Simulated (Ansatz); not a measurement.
KCl (zincblende) (r2SCAN geometry), in Ansatz:

```
K Cl
1.0
     0.00000    3.50728    3.50728
     3.50728    0.00000    3.50728
     3.50728    3.50728    0.00000
K Cl
1 1
Direct
  0.00000 0.00000 0.00000
  0.25000 0.25000 0.25000
```

G0W0@PBE with 324 empty bands, a screening cutoff of 140 eV and a 4×4×4 mesh (PAW, contour deformation) gives 7.783 eV over the mesh points, from a PBE gap of 4.775 eV; it sums over 332 bands with 331 plane waves in the screening and a wave cutoff of 420 eV. The G0W0 figures hold for the stated bands, cutoff and mesh and aren't extrapolated. No spin polarisation and no zero-point or thermal motion; the cell was built from a prototype and may be hypothetical.

**Question.** Estimate the gap with mesh 6×6×6, empty bands 140, screening cutoff 80 eV.

**Answer.** 7.586 eV (-0.197 eV), from a Kohn-Sham gap of 4.775 eV.

**Question.** Estimate the gap with starting point LDA.

**Answer.** 7.690 eV (-0.093 eV), from a Kohn-Sham gap of 4.464 eV.
